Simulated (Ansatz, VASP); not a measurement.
SiC: VASP beside Ansatz

```
CELL_PARAMETERS angstrom
0.00000 2.00857 2.00857
2.00857 0.00000 2.00857
2.00857 2.00857 0.00000
ATOMIC_POSITIONS crystal
Si 0.00000 0.00000 0.00000
C 0.50000 0.50000 0.50000
```

Alike in both runs: functional PBE; dispersion D3(BJ); k mesh 18 × 18 × 18; occupations gaussian, width 0.1 eV; no spin polarisation.

Ansatz relaxed the structure, and its values are those at the end. VASP's run is a single point on that final structure, the one shown.

|  | VASP | Ansatz |
| --- | --- | --- |
| version | VASP 6.6.1 | Ansatz 0.2.0 |
| potentials or method | VASP PAW PBE potentials, release 64 (Si, C) | scalar-relativistic, plane waves, PAW |
| plane-wave cutoff (eV) | 520 | 420 |
| valence electrons in the cell | 8 | 8 |

VASP gave:

```
gap on the k mesh at the Fermi level (eV) : none
pressure (GPa)                            : 0.2
```

Task: Which values does Ansatz return?

Result: gap on the k mesh at the Fermi level (eV): none; pressure (GPa): 0.0.

A gap of «none» marks a metal or a gap that the smearing closes. With one functional, cell and mesh, what is left measures potentials, basis and numerics.

Caveats: pairwise dispersion overbinds metals, which lowers pressure and volume.
